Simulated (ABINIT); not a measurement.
The system is Re.

```xyz
4
Lattice="2.7664 0.0000 0.0000 -1.3832 2.3958 0.0000 0.0000 0.0000 8.9388" Properties=species:S:1:pos:R:3 pbc="T T T"
Re    1.3832    0.7986    6.7041
Re    0.0000    0.0000    4.4694
Re    0.0000    1.5972    2.2347
Re    0.0000    0.0000    0.0000
```

Base run:

| Item | Value |
| --- | --- |
| Program | ABINIT 10.8.3 (patched build) |
| Functional | HCTH407 |
| Potentials or basis | JTH PAW PBE v2.0 |
| Cutoff | 599 eV |
| k mesh | 11 × 11 × 3 |
| Occupations | fermi-dirac, width 0.05 eV |
| Spin | no spin polarisation |

Its results: band gap on the k mesh none (metal or under the smearing width); pressure -12.2 GPa.

After a change of settings the same cell gave: band gap on the k mesh none (metal or under the smearing width); pressure 6.6 GPa. Which change was it?
A. functional from HCTH407 to RPBE
B. functional from HCTH407 to AM05
C. functional from HCTH407 to PBE; k mesh from 11 × 11 × 3 to 9 × 9 × 2
D. functional from HCTH407 to SOGGA

A.

Caveats: the PAW data sets were made with another functional, which shifts forces and pressure a little; spin-orbit coupling is left out, which moves the levels of the heavy elements.
